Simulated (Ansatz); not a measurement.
# SiO2: a point defect seen from the nuclei (O vacancy), part 2 of 3

How do the nuclei near a point defect see it? The defect is O vacancy in SiO2 (cell charge +2), first unrelaxed. The cell is a supercell built from a computed entry of the Materials Project. Planned: a single point, then a relaxation, then a check of ecutrho_ratio.

Ansatz 0.2.0; DFT, PBE, plane-wave PAW, default files, scalar-relativistic, as far as a step names no other. Earlier steps stand in the parts before.

### 3 Ions relaxed

Edit input.yaml of step 2 so:

```diff
@@ -42 +42,4 @@
   efg: { quadrupole_moments_barn: { O: -0.02558 }, contact_densities: true }
+relax:
+  f_tol: 0.03
+  max_steps: 40
```

Run with:

```
ansatz run input.yaml --threads 1 --pin off --max-ram 3072MiB --backend cpu --events-out ev --progress --plain --runs-dir out
```

The log of the run:

```text
Warning: output.stress: scf.convergence.dr2_threshold = 1e-7 eV (the SCF's general default) is looser than the 2.3e-9 eV advised for a printed stress (1e-10 eV for each atom of the cell: 23). What an SCF threshold leaves in a stress goes as its square root, and in the free energy as the threshold itself, and one threshold admits the most on a small cell: of the crystals measured, under no hybrid functional and no lock of the moments, on runs that ended without the residual-converged pass, on stresses that held no estimate of that error, the worst erred by over 100 MPa in a component at 1e-7 eV an atom and by under 5 at 1e-10. Every solve of this run answers to scf.convergence.dr2_threshold, and the tensor of one is reported: a single SCF on the reported geometry and on this run's grids (its basis.xc_grid and basis.ecutrho_ratio typed), with scf.convergence.dr2_threshold at 2.3e-9 eV or tighter, prints it and tightens no other solve. Else set scf.convergence.dr2_threshold to 2.3e-9 eV or tighter. The threshold is an SCF's pass mark: one that does not reach it within its budget of iterations ends unconverged, or closes short of it on a stop that the run arms, and scf.convergence.dr2_threshold's page says what that costs each kind of run
Warning: RAYON_NUM_THREADS=1 ignored (pool sized by the plan → 1); use --threads N
Engine: ansatz 0.2.0, aarch64-unknown-linux-gnu
Pseudopotentials: kind: paw
Pseudopotential: Si, paw, valence charge 4, recommended cutoff 420 eV (normal), Si.paw.azcp
Pseudopotential: O, paw, valence charge 6, recommended cutoff 420 eV (normal), O.paw.azcp
Functional definition: PBE
  parameter kappa = 0.804
  parameter beta = 0.06672455060314922
  exchange = pbe_x(kappa = kappa, mu = beta*pi^2/3)
  correlation = pbe_c(beta = beta)
Crystal: 23 atoms, lattice volume = 358.956 Å³
Basis set: ecut = 420 eV, 7029 PW (Γ), exchange–correlation on 100×96×144 points (8 copies of the dense FFT grid, shifted against one another)
Bands: 83, of which v1, the nominal top of the filled ones, is band 60 counted from 1 (59 counted from 0)
Symmetry: 2 space group operations
Space group: C2 (ITA 5), of the structure as read, at distance tolerance 7.1e-5 Å
k-points: 24 of 64 (time reversal used)
Non-local potential: Si, projectors of the file, l = 0: 2, l = 1: 2, l = 2: 2
Non-local potential: O, projectors of the file, l = 0: 2, l = 1: 2, l = 2: 1
PAW form: soft (Blöchl's): semilocal exchange-correlation on the pseudo side does not see the compensation charge
PAW one-centre angular grid: Si, 110 points (default); XC on 64 Gauss nodes
PAW one-centre angular grid: O, 110 points (default); XC on 64 Gauss nodes
Initial density: superposition of atomic densities (neutral atoms scaled as one to the charged cell's electrons: chi_scale 0, normalization atom), corrected by the library's trained network
Initial wavefunctions: pseudopotential atomic-orbital guess
Functional: x = pbe(κ = 0.804, μ = 0.2195149727645171), c = pbe(β = 0.06672455060314922)
SCF iter   1: F=—  HF=-13628.862130 eV  |F-HF|=—  |Δ(HF+E_count)|=         —  Δρ=4.46e-2  dr2=1.41e1  ethr=1.77e-3  ⟨swp⟩=7.7  Hψ=10453  notcnv=0  defer=134
preconditioner: auto → Resta (q_TF=auto, 2.273 Å⁻¹)  ε∞=2.7  [insulator: Δε(μ)=2.947 eV  Ē_g=16.632 eV  σ=0.010 eV  W_gap=1.00  n_scr=80 (ndim 8)  ℏωp=21.5 eV  f_vac=0.247  D(μ)=0.00/eV (n_scr^D=0)  ε∞_Penn≈2.7]
SCF iter   2: F=—  HF=-13624.772642 eV  |F-HF|=—  |Δ(HF+E_count)|=    4.09e0  Δρ=1.67e-2  dr2=1.32e0  ethr=1.77e-3  ⟨swp⟩=4.0  Hψ=3973  notcnv=0  defer=442
SCF iter   3: F=—  HF=-13624.462672 eV  |F-HF|=—  |Δ(HF+E_count)|=   3.10e-1  Δρ=1.09e-2  dr2=6.53e-1  ethr=1.10e-3  ⟨swp⟩=3.5  Hψ=3520  notcnv=0  defer=438
SCF iter   4: F=—  HF=-13624.519698 eV  |F-HF|=—  |Δ(HF+E_count)|=   5.70e-2  Δρ=9.26e-3  dr2=6.25e-1  ethr=5.44e-4  ⟨swp⟩=3.0  Hψ=2628  notcnv=0  defer=438
SCF iter   5: F=—  HF=-13624.434096 eV  |F-HF|=—  |Δ(HF+E_count)|=   8.56e-2  Δρ=4.42e-3  dr2=1.66e-1  ethr=5.21e-4  ⟨swp⟩=2.3  Hψ=2434  notcnv=0  defer=426
SCF iter   6: F=—  HF=-13624.418967 eV  |F-HF|=—  |Δ(HF+E_count)|=   1.51e-2  Δρ=2.46e-3  dr2=4.65e-2  ethr=1.38e-4  ⟨swp⟩=3.0  Hψ=1789  notcnv=0  defer=426
SCF iter   7: F=—  HF=-13624.416817 eV  |F-HF|=—  |Δ(HF+E_count)|=   2.15e-3  Δρ=4.35e-4  dr2=9.74e-4  ethr=3.87e-5  ⟨swp⟩=2.0  Hψ=1678  notcnv=0  defer=426
SCF iter   8: F=—  HF=-13624.417152 eV  |F-HF|=—  |Δ(HF+E_count)|=   3.35e-4  Δρ=2.95e-4  dr2=6.91e-4  ethr=8.12e-7  ⟨swp⟩=2.0  Hψ=3131  notcnv=0  defer=426
SCF iter   9: F=—  HF=-13624.417162 eV  |F-HF|=—  |Δ(HF+E_count)|=   9.06e-6  Δρ=1.34e-4  dr2=8.35e-5  ethr=5.76e-7  ⟨swp⟩=2.0  Hψ=1632  notcnv=0  defer=426
SCF iter  10: F=—  HF=-13624.417182 eV  |F-HF|=—  |Δ(HF+E_count)|=   2.03e-5  Δρ=8.83e-5  dr2=3.58e-5  ethr=1.87e-8  ⟨swp⟩=4.1  Hψ=6054  notcnv=0
SCF iter  11: F=-13624.417184 eV  HF=-13624.417185 eV  |F-HF|=9.39e-7  |Δ(HF+E_count)|=   3.57e-6  Δρ=2.54e-5  dr2=3.16e-6  ethr=1.87e-8  ⟨swp⟩=4.0  Hψ=6050  notcnv=0
SCF 1 converged in 11 iterations: F = -13624.417184 eV  dr2 = 3.16e-6
relax step   1: F+E_penalty+E_count = -13624.41718440 eV  Δ(F+E_penalty+E_count) = +0.000e0 eV  max|allowed force component| = 2.349e0 eV/Å  Δτ_max = 0.0000 Å  (11 SCF iters, dr2 threshold 2.25e-5 eV, accepted)
Initial density: handed on by an earlier stage of this run
Initial wavefunctions: those handed on with the density
iter 1 solved again at ethr=3.67e-4 eV; its pass at ethr=3.10e-3 eV (dr2=4.40e-1 eV) is discarded
SCF iter   1: F=—  HF=-13625.126480 eV  |F-HF|=—  |Δ(HF+E_count)|=         —  Δρ=7.17e-3  dr2=4.36e-1  ethr=3.67e-4  ⟨swp⟩=1.4  Hψ=7388  notcnv=0  defer=410
preconditioner: auto → Resta (q_TF=auto, 2.273 Å⁻¹)  ε∞=2.8  [insulator: Δε(μ)=0.625 eV  Ē_g=16.004 eV  σ=0.010 eV  W_gap=1.00  n_scr=80 (ndim 8)  ℏωp=21.5 eV  f_vac=0.262  D(μ)=0.00/eV (n_scr^D=0)  ε∞_Penn≈2.8]
SCF iter   2: F=—  HF=-13625.037529 eV  |F-HF|=—  |Δ(HF+E_count)|=   8.90e-2  Δρ=3.40e-3  dr2=2.59e-2  ethr=3.63e-4  ⟨swp⟩=3.7  Hψ=2827  notcnv=0  defer=410
SCF iter   3: F=—  HF=-13625.033073 eV  |F-HF|=—  |Δ(HF+E_count)|=   4.46e-3  Δρ=1.22e-3  dr2=6.61e-3  ethr=2.16e-5  ⟨swp⟩=2.6  Hψ=3477  notcnv=0  defer=412
SCF iter   4: F=—  HF=-13625.032965 eV  |F-HF|=—  |Δ(HF+E_count)|=   1.08e-4  Δρ=5.33e-4  dr2=1.05e-3  ethr=5.51e-6  ⟨swp⟩=3.8  Hψ=2871  notcnv=0  defer=412
SCF iter   5: F=—  HF=-13625.033107 eV  |F-HF|=—  |Δ(HF+E_count)|=   1.41e-4  Δρ=2.69e-4  dr2=2.77e-4  ethr=8.75e-7  ⟨swp⟩=2.0  Hψ=2809  notcnv=0  defer=412
SCF iter   6: F=-13625.033104 eV  HF=-13625.033114 eV  |F-HF|=9.83e-6  |Δ(HF+E_count)|=   7.25e-6  Δρ=7.32e-5  dr2=3.66e-5  ethr=8.33e-8  ⟨swp⟩=3.0  Hψ=7456  notcnv=0
SCF 2 converged in 6 iterations: F = -13625.033104 eV  dr2 = 3.66e-5
relax step   2: F+E_penalty+E_count = -13625.03310399 eV  Δ(F+E_penalty+E_count) = -6.159e-1 eV  max|allowed force component| = 2.782e0 eV/Å  Δτ_max = 0.0773 Å  (6 SCF iters, dr2 threshold 1.00e-4 eV, accepted)
iter 1 solved again at ethr=1.92e-4 eV; its pass at ethr=3.10e-3 eV (dr2=2.31e-1 eV) is discarded
SCF iter   1: F=—  HF=-13625.830447 eV  |F-HF|=—  |Δ(HF+E_count)|=         —  Δρ=7.38e-3  dr2=2.30e-1  ethr=1.92e-4  ⟨swp⟩=1.5  Hψ=7367  notcnv=0  defer=398
preconditioner: auto → Resta (q_TF=auto, 2.273 Å⁻¹)  ε∞=2.8  [insulator: Δε(μ)=1.146 eV  Ē_g=16.017 eV  σ=0.010 eV  W_gap=1.00  n_scr=80 (ndim 8)  ℏωp=21.5 eV  f_vac=0.262  D(μ)=0.00/eV (n_scr^D=0)  ε∞_Penn≈2.8]
SCF iter   2: F=—  HF=-13625.782628 eV  |F-HF|=—  |Δ(HF+E_count)|=   4.78e-2  Δρ=3.30e-3  dr2=2.25e-2  ethr=1.92e-4  ⟨swp⟩=3.0  Hψ=2934  notcnv=0  defer=398
SCF iter   3: F=—  HF=-13625.781268 eV  |F-HF|=—  |Δ(HF+E_count)|=   1.36e-3  Δρ=1.30e-3  dr2=4.62e-3  ethr=1.88e-5  ⟨swp⟩=3.0  Hψ=3374  notcnv=0  defer=398
SCF iter   4: F=—  HF=-13625.781979 eV  |F-HF|=—  |Δ(HF+E_count)|=   7.11e-4  Δρ=4.25e-4  dr2=5.70e-4  ethr=3.85e-6  ⟨swp⟩=2.9  Hψ=2898  notcnv=0  defer=398
SCF iter   5: F=—  HF=-13625.782314 eV  |F-HF|=—  |Δ(HF+E_count)|=   3.36e-4  Δρ=2.40e-4  dr2=1.75e-4  ethr=4.75e-7  ⟨swp⟩=2.0  Hψ=3008  notcnv=0  defer=398
SCF iter   6: F=-13625.782313 eV  HF=-13625.782312 eV  |F-HF|=1.21e-6  |Δ(HF+E_count)|=   2.47e-6  Δρ=5.03e-5  dr2=1.05e-5  ethr=8.33e-8  ⟨swp⟩=3.0  Hψ=7680  notcnv=0
SCF 3 converged in 6 iterations: F = -13625.782313 eV  dr2 = 1.05e-5
relax step   3: F+E_penalty+E_count = -13625.78231315 eV  Δ(F+E_penalty+E_count) = -7.492e-1 eV  max|allowed force component| = 2.762e0 eV/Å  Δτ_max = 0.1119 Å  (6 SCF iters, dr2 threshold 1.00e-4 eV, accepted)
[... 9 lines left out ...]
relax step   4: F+E_penalty+E_count = -13626.93223411 eV  Δ(F+E_penalty+E_count) = -1.150e0 eV  max|allowed force component| = 1.890e0 eV/Å  Δτ_max = 0.1946 Å  (6 SCF iters, dr2 threshold 1.00e-4 eV, accepted)
[... 9 lines left out ...]
relax step   5: F+E_penalty+E_count = -13627.46630240 eV  Δ(F+E_penalty+E_count) = -5.341e-1 eV  max|allowed force component| = 5.019e-1 eV/Å  Δτ_max = 0.2000 Å  (6 SCF iters, dr2 threshold 1.00e-4 eV, accepted)
[... 10 lines left out ...]
relax step   6: F+E_penalty+E_count = -13627.47704166 eV  Δ(F+E_penalty+E_count) = -1.074e-2 eV  max|allowed force component| = 5.452e-1 eV/Å  Δτ_max = 0.2000 Å  (7 SCF iters, dr2 threshold 1.78e-5 eV, accepted)
[... 7 lines left out ...]
relax step   7: F+E_penalty+E_count = -13627.51564536 eV  Δ(F+E_penalty+E_count) = -3.860e-2 eV  max|allowed force component| = 6.523e-2 eV/Å  Δτ_max = 0.0535 Å  (5 SCF iters, dr2 threshold 2.10e-5 eV, accepted)
[... 9 lines left out ...]
relax step   8: F+E_penalty+E_count = -13627.51909171 eV  Δ(F+E_penalty+E_count) = -3.446e-3 eV  max|allowed force component| = 2.712e-2 eV/Å  Δτ_max = 0.0482 Å  (7 SCF iters, accepted)
[... 10 lines left out ...]
relax step   9: F+E_penalty+E_count = -13627.52033462 eV  Δ(F+E_penalty+E_count) = -1.243e-3 eV  max|allowed force component| = 4.651e-2 eV/Å  Δτ_max = 0.0569 Å  (8 SCF iters, accepted)
SCF iter   1: F=—  HF=-13627.522547 eV  |F-HF|=—  |Δ(HF+E_count)|=         —  Δρ=1.18e-3  dr2=3.79e-3  ethr=3.11e-5  ⟨swp⟩=3.9  Hψ=4561  notcnv=0  defer=447
preconditioner: auto → Resta (q_TF=auto, 2.273 Å⁻¹)  ε∞=2.8  [insulator: Δε(μ)=4.377 eV  Ē_g=16.039 eV  σ=0.010 eV  W_gap=1.00  n_scr=80 (ndim 8)  ℏωp=21.5 eV  f_vac=0.261  D(μ)=0.00/eV (n_scr^D=0)  ε∞_Penn≈2.8]
SCF iter   2: F=—  HF=-13627.521459 eV  |F-HF|=—  |Δ(HF+E_count)|=   1.09e-3  Δρ=5.80e-4  dr2=9.40e-4  ethr=3.16e-6  ⟨swp⟩=3.0  Hψ=3369  notcnv=0  defer=447
SCF iter   3: F=—  HF=-13627.521212 eV  |F-HF|=—  |Δ(HF+E_count)|=   2.47e-4  Δρ=1.88e-4  dr2=8.89e-5  ethr=7.83e-7  ⟨swp⟩=2.1  Hψ=2705  notcnv=0  defer=447
SCF iter   4: F=—  HF=-13627.521105 eV  |F-HF|=—  |Δ(HF+E_count)|=   1.07e-4  Δρ=5.60e-5  dr2=6.96e-6  ethr=7.41e-8  ⟨swp⟩=2.0  Hψ=2966  notcnv=0  defer=447
SCF iter   5: F=—  HF=-13627.521106 eV  |F-HF|=—  |Δ(HF+E_count)|=   1.17e-6  Δρ=1.46e-5  dr2=7.65e-7  ethr=5.80e-9  ⟨swp⟩=2.1  Hψ=2566  notcnv=0  defer=447
SCF iter   6: F=—  HF=-13627.521106 eV  |F-HF|=—  |Δ(HF+E_count)|=   6.80e-8  Δρ=6.79e-6  dr2=1.54e-7  ethr=8.33e-11  ⟨swp⟩=5.0  Hψ=7361  notcnv=0
SCF iter   7: F=-13627.521106 eV  HF=-13627.521106 eV  |F-HF|=2.05e-9  |Δ(HF+E_count)|=   2.90e-8  Δρ=1.83e-6  dr2=1.36e-8  ethr=8.33e-11  ⟨swp⟩=4.0  Hψ=6132  notcnv=0
SCF 10 converged in 7 iterations: F = -13627.521106 eV  dr2 = 1.36e-8
relax step  10: F+E_penalty+E_count = -13627.52110627 eV  Δ(F+E_penalty+E_count) = -7.717e-4 eV  max|allowed force component| = 6.575e-3 eV/Å  Δτ_max = 0.0130 Å  (7 SCF iters, accepted)
NSCF: frozen V_eff on 24 k-points
the band table was solved once a step of the walk had ended and its energy, with any forces and stress, was formed, with the checks that follow a solve (12619 applications of the Hamiltonian). They found nothing against the state; the energy, forces and stress were not computed again (output.eigenvalues in the input reference)
SCF converged after 7 iterations
Free energy (F): -13627.521106 eV
Harris-Foulkes:  -13627.521106 eV  (|F-HF|=2.05e-9)
Internal energy: -13627.521106 eV  (E = F + TS)
E sigma→0 (E₀):  -13627.521106 eV
Fermi energy:    2.648009 eV
--- Per-component energies (eV) ---
[... 15 lines left out ...]
--- Forces (eV/Å), atoms counted from 1 ---
  atom   1  Si     0.00502098    -0.00198630     0.00306883
  atom   2  Si    -0.00414575     0.00657495    -0.00373827
  atom   3  Si     0.00194792    -0.00123405     0.00320587
  atom   4  Si    -0.00275971     0.00164036    -0.00107747
  atom   5  Si     0.00502098     0.00198630    -0.00306883
  atom   6  Si     0.00194792     0.00123405    -0.00320587
  atom   7  Si    -0.00414575    -0.00657495     0.00373827
  atom   8  Si    -0.00275971    -0.00164036     0.00107747
  atom   9  O     -0.00132219     0.00112113    -0.00065988
  atom  10  O     -0.00132219    -0.00112113     0.00065988
  atom  11  O      0.00253414     0.00000000     0.00000000
  atom  12  O      0.00072900    -0.00100222     0.00159317
  atom  13  O     -0.00315009    -0.00140826    -0.00420391
  atom  14  O      0.00153989     0.00012028     0.00078085
  atom  15  O      0.00107180     0.00188224     0.00230826
  atom  16  O     -0.00315009     0.00140826     0.00420391
  atom  17  O      0.00107180    -0.00188224    -0.00230826
  atom  18  O      0.00072900     0.00100222    -0.00159317
  atom  19  O      0.00153989    -0.00012028    -0.00078085
  atom  20  O      0.00157294    -0.00284119     0.00173881
  atom  21  O     -0.00047188     0.00000000     0.00000000
  atom  22  O     -0.00305001     0.00000000     0.00000000
  atom  23  O      0.00157294     0.00284119    -0.00173881
  max |Σ_I F_I| component: 2.18e-5 eV/Å
--- Stress (GPa, compression-positive) ---
        3.309740       0.000000       0.000000
        0.000000       2.808357      -0.334769
        0.000000      -0.334769       2.910163
  P = ⅓ Tr σ = 3.0094 GPa (30.094 kbar)
--- PAW observables at the nuclei: V_zz in 10²¹ V/m², potentials from the cell's mean, atoms counted from 1 ---
  atom   1  Si V_zz =   +12.180653   η = 0.0267   by run symmetry: allowed
            electrostatic potential = -1352.014944 V   contact ρ = 12803.435254 e/Å³
  atom   2  Si V_zz =    +2.327356   η = 0.1325   by run symmetry: allowed
            electrostatic potential = -1352.813061 V   contact ρ = 12801.125919 e/Å³
  atom   3  Si V_zz =    +2.278547   η = 0.0471   by run symmetry: allowed
            electrostatic potential = -1352.857603 V   contact ρ = 12801.216335 e/Å³
  atom   4  Si V_zz =    +2.343015   η = 0.1413   by run symmetry: allowed
            electrostatic potential = -1352.886981 V   contact ρ = 12801.319574 e/Å³
  atom   5  Si V_zz =   +12.180653   η = 0.0267   by run symmetry: allowed
            electrostatic potential = -1352.014944 V   contact ρ = 12803.435254 e/Å³
  atom   6  Si V_zz =    +2.278547   η = 0.0471   by run symmetry: allowed
            electrostatic potential = -1352.857603 V   contact ρ = 12801.216335 e/Å³
  atom   7  Si V_zz =    +2.327356   η = 0.1325   by run symmetry: allowed
            electrostatic potential = -1352.813061 V   contact ρ = 12801.125919 e/Å³
  atom   8  Si V_zz =    +2.343015   η = 0.1413   by run symmetry: allowed
            electrostatic potential = -1352.886981 V   contact ρ = 12801.319574 e/Å³
  atom   9  O  V_zz =    +9.294508   η = 0.2520   by run symmetry: allowed   C_q = -5.7489 MHz
            electrostatic potential = -617.356288 V   contact ρ = 2153.768521 e/Å³
  atom  10  O  V_zz =    +9.294508   η = 0.2520   by run symmetry: allowed   C_q = -5.7489 MHz
            electrostatic potential = -617.356288 V   contact ρ = 2153.768521 e/Å³
  atom  11  O  V_zz =    +9.012108   η = 0.2050   by run symmetry: allowed   C_q = -5.5742 MHz
            electrostatic potential = -617.411159 V   contact ρ = 2154.083978 e/Å³
  atom  12  O  V_zz =    +9.482890   η = 0.3341   by run symmetry: allowed   C_q = -5.8654 MHz
            electrostatic potential = -616.412714 V   contact ρ = 2154.127110 e/Å³
  atom  13  O  V_zz =    +8.802324   η = 0.7593   by run symmetry: allowed   C_q = -5.4444 MHz
            electrostatic potential = -616.537705 V   contact ρ = 2155.006045 e/Å³
  atom  14  O  V_zz =    +9.075494   η = 0.3143   by run symmetry: allowed   C_q = -5.6134 MHz
            electrostatic potential = -617.407923 V   contact ρ = 2153.966962 e/Å³
  atom  15  O  V_zz =    +8.956967   η = 0.3104   by run symmetry: allowed   C_q = -5.5401 MHz
            electrostatic potential = -617.448494 V   contact ρ = 2154.091148 e/Å³
  atom  16  O  V_zz =    +8.802324   η = 0.7593   by run symmetry: allowed   C_q = -5.4444 MHz
            electrostatic potential = -616.537705 V   contact ρ = 2155.006045 e/Å³
  atom  17  O  V_zz =    +8.956967   η = 0.3104   by run symmetry: allowed   C_q = -5.5401 MHz
            electrostatic potential = -617.448494 V   contact ρ = 2154.091148 e/Å³
  atom  18  O  V_zz =    +9.482890   η = 0.3341   by run symmetry: allowed   C_q = -5.8654 MHz
            electrostatic potential = -616.412714 V   contact ρ = 2154.127110 e/Å³
  atom  19  O  V_zz =    +9.075494   η = 0.3143   by run symmetry: allowed   C_q = -5.6134 MHz
            electrostatic potential = -617.407923 V   contact ρ = 2153.966962 e/Å³
  atom  20  O  V_zz =    +8.988718   η = 0.2438   by run symmetry: allowed   C_q = -5.5597 MHz
            electrostatic potential = -616.490788 V   contact ρ = 2154.685748 e/Å³
  atom  21  O  V_zz =    +9.202136   η = 0.2021   by run symmetry: allowed   C_q = -5.6917 MHz
            electrostatic potential = -617.339974 V   contact ρ = 2153.797207 e/Å³
  atom  22  O  V_zz =    +9.018814   η = 0.4019   by run symmetry: allowed   C_q = -5.5783 MHz
            electrostatic potential = -617.438795 V   contact ρ = 2154.128569 e/Å³
  atom  23  O  V_zz =    +8.988718   η = 0.2438   by run symmetry: allowed   C_q = -5.5597 MHz
            electrostatic potential = -616.490788 V   contact ρ = 2154.685748 e/Å³
--- Band table (eV; the first three rows and the last of 24) ---
[... 4 lines left out ...]
--- Relaxed structure (10 steps of the walk, 10 accepted, 0 SCFs on fresh bases) ---
  F+E_penalty+E_count = -13627.52110627 eV   max|allowed force component| = 6.575e-3 eV/Å
  atoms:
    - { symbol: Si, position: [-0.10067695867733559, 0.03227499713132809, -0.05998990999459304] }
    - { symbol: Si, position: [-0.007374227601380345, 0.014243433807409944, 0.497035404744075] }
    - { symbol: Si, position: [0.5090459021188887, 0.48782433559560234, -0.0029817865093851037] }
    - { symbol: Si, position: [0.5056566907851165, 0.4977769724443635, 0.5127980597136681] }
    - { symbol: Si, position: [0.5729620458140704, 0.6900100900054069, 0.28227499713132786] }
    - { symbol: Si, position: [0.4757966469673287, 0.7470182134906147, 0.7378243355956022] }
    - { symbol: Si, position: [0.01865306615286505, 0.247035404744075, 0.2642434338074099] }
    - { symbol: Si, position: [0.004918341372915136, 0.2627980597136681, 0.7477769724443635] }
    - { symbol: O, position: [0.28356022737022407, 0.9244666596481752, 0.6736142458981784] }
    - { symbol: O, position: [0.8145206781761297, 0.4236142458981783, 0.1744666596481752] }
    - { symbol: O, position: [0.8144319272036832, 0.4394319272036832, 0.6894319272036832] }
    - { symbol: O, position: [0.7720614263047672, 0.8503439872582838, 0.4268319747222006] }
    - { symbol: O, position: [0.7801978388677495, 0.8334941717744551, 0.9193208789473664] }
    - { symbol: O, position: [0.31876781413269584, 0.31616901722909924, 0.4487859783447791] }
    - { symbol: O, position: [0.31189573816725125, 0.31532920966403094, 0.9338442609664874] }
    - { symbol: O, position: [0.47261721185407163, 0.6693208789473664, 0.08349417177445495] }
    - { symbol: O, position: [0.43727773246326734, 0.6838442609664875, 0.5653292096640311] }
    - { symbol: O, position: [1.0051145356757172, 0.1768319747222007, 0.1003439872582838] }
    - { symbol: O, position: [0.9461871814411824, 0.19878597834477918, 0.5661690172290993] }
    - { symbol: O, position: [0.4482473508584089, 0.5581137709401773, 0.3260501454876379] }
    - { symbol: O, position: [0.4396348172354161, 0.5646348172354161, 0.8146348172354161] }
    - { symbol: O, position: [0.9421943827475612, 0.06719438274756104, 0.31719438274756107] }
    - { symbol: O, position: [0.9359165655694064, 0.07605014548763783, 0.8081137709401773] }
--- Löwdin populations: 23 sites ---
  site symbol       q [e]
[... 23 lines left out ...]
  spilling = 0.014001 (of n_electrons = 120.000000)
```

It took 8.3 min on 1 thread of Arm Neoverse V2, shared host; peak memory 0.95 GiB.

The steps of the relaxation:

```csv
step,energy change (eV),largest force component (eV/Å)
1,0.0000,2.349
2,-0.6159,2.782
3,-1.3651,2.762
4,-2.5150,1.890
5,-3.0491,0.502
6,-3.0599,0.545
7,-3.0985,0.065
8,-3.1019,0.027
9,-3.1032,0.047
10,-3.1039,0.007
```

Largest displacement: 0.562 Å (atom 1 and its like, Si); mean 0.176 Å.

At the end: gap on the mesh 4.38 eV, largest force 0.009 eV/Å, pressure 3.0 GPa.

Beside the values of step 2 (V_zz in 10²¹ V/m²):

```csv
site,atoms,"V_zz, PBE","V_zz, PBE relaxed","η, PBE","η, PBE relaxed"
Si1,"1, 5",5.96,12.18,0.02,0.03
O12,"12, 18",10.04,9.48,0.79,0.33
O13,"13, 16",11.50,8.80,0.23,0.76
O20,"20, 23",10.26,8.99,0.49,0.24
Si2,"2, 7",0.64,2.33,0.45,0.13
O14,"14, 19",8.85,9.08,0.10,0.31
O15,"15, 17",9.02,8.96,0.15,0.31
Si4,"4, 8",0.69,2.34,0.23,0.14
O22,22,9.17,9.02,0.00,0.40
Si3,"3, 6",0.91,2.28,0.22,0.05
O11,11,8.29,9.01,0.10,0.20
O21,21,8.65,9.20,0.25,0.20
O9,"9, 10",8.53,9.29,0.36,0.25
```

Site by site (atoms counted from 1): 11 of 13, those nearest the defect, the farthest of each element and the two largest gradients.

```csv
site,atoms,distance from the defect (Å),V_zz (10²¹ V/m²),η,C_Q (MHz)
Si1,"1, 5",2.17,12.18,0.03,–
O12,"12, 18",2.45,9.48,0.33,-5.87 (¹⁷O)
O13,"13, 16",2.70,8.80,0.76,-5.44 (¹⁷O)
O20,"20, 23",2.77,8.99,0.24,-5.56 (¹⁷O)
Si2,"2, 7",3.59,2.33,0.13,–
O15,"15, 17",3.71,8.96,0.31,-5.54 (¹⁷O)
O14,"14, 19",3.84,9.08,0.31,-5.61 (¹⁷O)
O22,22,3.92,9.02,0.40,-5.58 (¹⁷O)
Si4,"4, 8",3.93,2.34,0.14,–
Si3,"3, 6",4.34,2.28,0.05,–
O21,21,5.10,9.20,0.20,-5.69 (¹⁷O)
```

Direction of the V_zz axis (Cartesian unit vector):

```csv
site,atom,x,y,z
Si1,1,0.13,0.78,0.61
Si2,2,0.76,-0.18,0.63
Si3,3,0.74,-0.32,-0.59
Si4,4,0.34,0.80,-0.49
O9,9,-0.05,0.82,0.57
O11,11,0.00,0.77,0.64
O12,12,0.88,-0.15,0.45
O13,13,0.81,-0.20,0.56
O14,14,0.82,0.00,0.57
O15,15,0.78,0.04,0.62
```

The sizes of the gradients above 0.15 moved by 9 % in the median, over a factor of two at the site that moves most (small gradients counted from 0.15; Si2, 0.64 to 2.33).

(Part 2 of 3 ends here.)
